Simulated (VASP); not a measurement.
# AgCl (Chlorargyrite) (Fm-3m) in VASP: notebook, part 2 of 4

VASP 6.6.1. Earlier steps stand in the parts before.

### Step 3. Optical spectrum, TB-mBJ

This run uses another cell than the first one: it holds 8 atoms, not 2.

Contents of AgCl.cif:

```cif
data_AgCl
_cell_length_a 5.47000000
_cell_length_b 5.47000000
_cell_length_c 5.47000000
_cell_angle_alpha 90.00000000
_cell_angle_beta 90.00000000
_cell_angle_gamma 90.00000000
_space_group_name_H-M_alt 'Fm-3m'
_space_group_name_Hall '-F 4 2 3'
_space_group_IT_number 225
loop_
_space_group_symop_operation_xyz
'x,y,z'
'-x,-y,-z'
'-y,x,z'
'y,-x,-z'
'-x,-y,z'
'x,y,-z'
'y,-x,z'
'-y,x,-z'
'x,-y,-z'
'-x,y,z'
'-y,-x,-z'
'y,x,z'
'-x,y,-z'
'x,-y,z'
'y,x,-z'
'-y,-x,z'
'z,x,y'
'-z,-x,-y'
'z,-y,x'
'-z,y,-x'
'z,-x,-y'
'-z,x,y'
'z,y,-x'
'-z,-y,x'
'-z,x,-y'
'z,-x,y'
'-z,-y,-x'
'z,y,x'
'-z,-x,y'
'z,x,-y'
'-z,y,x'
'z,-y,-x'
'y,z,x'
'-y,-z,-x'
'x,z,-y'
'-x,-z,y'
'-y,z,-x'
'y,-z,x'
'-x,z,y'
'x,-z,-y'
'-y,-z,x'
'y,z,-x'
'-x,-z,-y'
'x,z,y'
'y,-z,-x'
'-y,z,x'
'x,-z,y'
'-x,z,-y'
'x,y+1/2,z+1/2'
'-x,-y+1/2,-z+1/2'
'-y,x+1/2,z+1/2'
[... 62 lines left out ...]
'-z+1/2,-x,-y+1/2'
'z+1/2,-y,x+1/2'
'-z+1/2,y,-x+1/2'
'z+1/2,-x,-y+1/2'
'-z+1/2,x,y+1/2'
'z+1/2,y,-x+1/2'
'-z+1/2,-y,x+1/2'
'-z+1/2,x,-y+1/2'
'z+1/2,-x,y+1/2'
'-z+1/2,-y,-x+1/2'
'z+1/2,y,x+1/2'
'-z+1/2,-x,y+1/2'
'z+1/2,x,-y+1/2'
'-z+1/2,y,x+1/2'
'z+1/2,-y,-x+1/2'
'y+1/2,z,x+1/2'
'-y+1/2,-z,-x+1/2'
'x+1/2,z,-y+1/2'
'-x+1/2,-z,y+1/2'
'-y+1/2,z,-x+1/2'
'y+1/2,-z,x+1/2'
'-x+1/2,z,y+1/2'
'x+1/2,-z,-y+1/2'
'-y+1/2,-z,x+1/2'
'y+1/2,z,-x+1/2'
'-x+1/2,-z,-y+1/2'
'x+1/2,z,y+1/2'
'y+1/2,-z,-x+1/2'
'-y+1/2,z,x+1/2'
'x+1/2,-z,y+1/2'
'-x+1/2,z,-y+1/2'
'x+1/2,y+1/2,z'
'-x+1/2,-y+1/2,-z'
'-y+1/2,x+1/2,z'
'y+1/2,-x+1/2,-z'
'-x+1/2,-y+1/2,z'
'x+1/2,y+1/2,-z'
'y+1/2,-x+1/2,z'
'-y+1/2,x+1/2,-z'
'x+1/2,-y+1/2,-z'
'-x+1/2,y+1/2,z'
'-y+1/2,-x+1/2,-z'
'y+1/2,x+1/2,z'
'-x+1/2,y+1/2,-z'
'x+1/2,-y+1/2,z'
'y+1/2,x+1/2,-z'
'-y+1/2,-x+1/2,z'
'z+1/2,x+1/2,y'
'-z+1/2,-x+1/2,-y'
'z+1/2,-y+1/2,x'
'-z+1/2,y+1/2,-x'
'z+1/2,-x+1/2,-y'
'-z+1/2,x+1/2,y'
'z+1/2,y+1/2,-x'
'-z+1/2,-y+1/2,x'
'-z+1/2,x+1/2,-y'
'z+1/2,-x+1/2,y'
'-z+1/2,-y+1/2,-x'
'z+1/2,y+1/2,x'
'-z+1/2,-x+1/2,y'
'z+1/2,x+1/2,-y'
'-z+1/2,y+1/2,x'
'z+1/2,-y+1/2,-x'
'y+1/2,z+1/2,x'
'-y+1/2,-z+1/2,-x'
'x+1/2,z+1/2,-y'
'-x+1/2,-z+1/2,y'
'-y+1/2,z+1/2,-x'
'y+1/2,-z+1/2,x'
'-x+1/2,z+1/2,y'
'x+1/2,-z+1/2,-y'
'-y+1/2,-z+1/2,x'
'y+1/2,z+1/2,-x'
'-x+1/2,-z+1/2,-y'
'x+1/2,z+1/2,y'
'y+1/2,-z+1/2,-x'
'-y+1/2,z+1/2,x'
'x+1/2,-z+1/2,y'
'-x+1/2,z+1/2,-y'
loop_
_atom_site_label
_atom_site_type_symbol
_atom_site_symmetry_multiplicity
_atom_site_Wyckoff_symbol
_atom_site_fract_x
_atom_site_fract_y
_atom_site_fract_z
_atom_site_occupancy
Ag1 Ag 4 a 0.0000000000 0.0000000000 0.0000000000 1
Cl1 Cl 4 b 0.5000000000 0.0000000000 0.0000000000 1
```

Contents of POSCAR:

```
Ag Cl
 1.0000000000000000
     5.4699999999999998    0.0000000000000000    0.0000000000000000
     0.0000000000000000    5.4699999999999998    0.0000000000000000
     0.0000000000000000    0.0000000000000000    5.4699999999999998
 Ag  Cl 
   4   4
Cartesian
  0.0000000000000000  0.0000000000000000  0.0000000000000000
  0.0000000000000000  2.7349999999999999  2.7349999999999999
  2.7349999999999999  0.0000000000000000  2.7349999999999999
  2.7349999999999999  2.7349999999999999  0.0000000000000000
  2.7349999999999994  0.0000000000000000  0.0000000000000000
  0.0000000000000000  2.7349999999999994  0.0000000000000000
  0.0000000000000000  0.0000000000000000  2.7349999999999994
  2.7349999999999994  2.7349999999999999  2.7349999999999999
```

Contents of INCAR.step1:

```
SYSTEM = AgCl
  ALGO = Normal
  AMIX = 0.2
  AMIX_MAG = 0.8
  BMIX = 1E-4
  BMIX_MAG = 1E-4
  EDIFF = 1E-5
  ENCUT = 600
  GGA = PE
  ISIF = 2
  ISMEAR = -5
  LASPH = .TRUE.
  LCHARG = .FALSE.
  LREAL = .FALSE.
  LWAVE = .TRUE.
  NBANDS = 84
  NELM = 100
  PREC = Accurate
  SIGMA = 0.05
```

Contents of INCAR.step2:

```
SYSTEM = AgCl
  ALGO = VeryFast
  AMIX = 0.2
  AMIX_MAG = 0.8
  BMIX = 1E-4
  BMIX_MAG = 1E-4
  CSHIFT = 0.1
  EDIFF = 1E-4
  ENCUT = 600
  ISIF = 2
  ISMEAR = -5
  ISTART = 1
  LASPH = .TRUE.
  LCHARG = .FALSE.
  LOPTICS = .TRUE.
  LREAL = .FALSE.
  LWAVE = .FALSE.
  METAGGA = MBJ
  NBANDS = 84
  NEDOS = 1000
  NELM = 100
  PREC = Accurate
  SIGMA = 0.05
```

Contents of KPOINTS:

```
k-points
0
G
  5 5 5
  0 0 0
```

Potentials or basis: VASP PAW PBE potentials, release 64 (Ag_sv_GW, Cl_GW).

Started as:

```
$ ase convert -i cif -o vasp AgCl.cif POSCAR
$ cat potpaw_PBE.64/Ag_sv_GW/POTCAR potpaw_PBE.64/Cl_GW/POTCAR > POTCAR
$ cp INCAR.step1 INCAR
$ mpirun -np 1 vasp_std > vasp.out
$ cp INCAR.step2 INCAR
$ mpirun -np 1 vasp_std > vasp.out
```

OUTCAR:

```text
SYSTEM = AgCl
   AMIX = 0.2
   AMIX_MAG = 0.8
   EDIFF = 1E-4
   ENCUT = 600
   ISIF = 2
   ISMEAR = -5
   ISTART = 1
   LASPH = .TRUE.
   LREAL = .FALSE.
   METAGGA = MBJ
   NELM = 100
   PREC = Accurate

 ion  position               nearest neighbor table
   1  0.000  0.000  0.000-
   2  0.000  0.500  0.500-
   3  0.500  0.000  0.500-
   4  0.500  0.500  0.000-
   5  0.500  0.000  0.000-
   6  0.000  0.500  0.000-
   7  0.000  0.000  0.500-
   8  0.500  0.500  0.500-

  LATTYP: Found a simple cubic cell.
[... 917 lines left out ...]
     0.00000     0.00000     0.00000     0.00000     0.00000     0.00000     0.00000
     1.29875     0.00000     0.00000     0.00000     0.00000     0.00000     0.00000
     2.59750     0.00000     0.00000     0.00000     0.00000     0.00000     0.00000
     3.89626     0.00000     0.00000     0.00000     0.00000     0.00000     0.00000
     5.19501     0.80427     0.80427     0.80427     0.00000    -0.00000     0.00000
     6.49376    11.21615    11.21615    11.21615     0.00000    -0.00000     0.00000
[... 92 lines left out ...]
   127.27773     0.00000     0.00000     0.00000     0.00000     0.00000     0.00000
   128.57648     0.00000     0.00000     0.00000     0.00000     0.00000     0.00000

  frequency dependent      REAL DIELECTRIC FUNCTION (independent particle, no local field effects) density-density
     E(ev)        X           Y           Z          XY          YZ          ZX
  --------------------------------------------------------------------------------------------------------------
     0.00000     3.60349     3.60349     3.60349     0.00000     0.00000    -0.00000
     1.29875     3.66739     3.66739     3.66739     0.00000     0.00000    -0.00000
     2.59750     3.88999     3.88999     3.88999     0.00000     0.00000    -0.00000
     3.89626     4.43622     4.43622     4.43622     0.00000     0.00000    -0.00000
     5.19501     5.96817     5.96817     5.96817     0.00000     0.00000    -0.00000
     6.49376     3.70820     3.70820     3.70820     0.00000     0.00000     0.00000
[... 92 lines left out ...]
   127.27773     0.98087     0.98087     0.98087    -0.00000    -0.00000    -0.00000
   128.57648     0.98127     0.98127     0.98127    -0.00000    -0.00000    -0.00000

  frequency dependent IMAGINARY DIELECTRIC FUNCTION (independent particle, no local field effects) current-current
     E(ev)      X         Y         Z        XY        YZ        ZX
  --------------------------------------------------------------------------------------------------------------
     0.00000     0.00000     0.00000     0.00000     0.00000     0.00000     0.00000
     1.29875     0.00000     0.00000     0.00000     0.00000     0.00000     0.00000
     2.59750     0.00000     0.00000     0.00000     0.00000     0.00000     0.00000
     3.89626     0.00000     0.00000     0.00000     0.00000     0.00000     0.00000
     5.19501     0.80557     0.80557     0.80557    -0.00000     0.00000     0.00000
     6.49376    11.20320    11.20320    11.20320    -0.00000    -0.00000     0.00000
[... 92 lines left out ...]
   127.27773     0.00000     0.00000     0.00000     0.00000     0.00000     0.00000
   128.57648     0.00000     0.00000     0.00000     0.00000     0.00000     0.00000

  frequency dependent      REAL DIELECTRIC FUNCTION (independent particle, no local field effects) current-current
     E(ev)        X           Y           Z          XY          YZ          ZX
  --------------------------------------------------------------------------------------------------------------
     0.00000     3.57535     3.57535     3.57535    -0.00000    -0.00000    -0.00000
     1.29875     3.63798     3.63798     3.63798    -0.00000    -0.00000    -0.00000
     2.59750     3.85835     3.85835     3.85835    -0.00000    -0.00000    -0.00000
     3.89626     4.39974     4.39974     4.39974    -0.00000    -0.00000    -0.00000
     5.19501     5.86747     5.86747     5.86747    -0.00000    -0.00000    -0.00000
     6.49376     3.43684     3.43684     3.43684    -0.00000    -0.00000    -0.00000
[... 92 lines left out ...]
   127.27773     0.98104     0.98104     0.98104     0.00000     0.00000     0.00000
   128.57648     0.98144     0.98144     0.98144     0.00000     0.00000     0.00000
```

Run time: 7.2 min. Hardware: 1 thread of Intel Xeon 6975P-C (Granite Rapids), shared host; peak memory 0.6 GiB.

The run converged, but some of its settings lie outside the range that counts as converged, so its numbers aren't taken as properties of the crystal.

What came out:

| Quantity | Value |
| --- | --- |
| Band gap on the k mesh | 2.98 eV |

Caveat: spectra need much finer meshes, so this one isn't converged; independent-particle spectra lack excitons; an odd mesh through Γ misses points on the zone boundary, where band edges often lie.

[end of part 2 of 4]
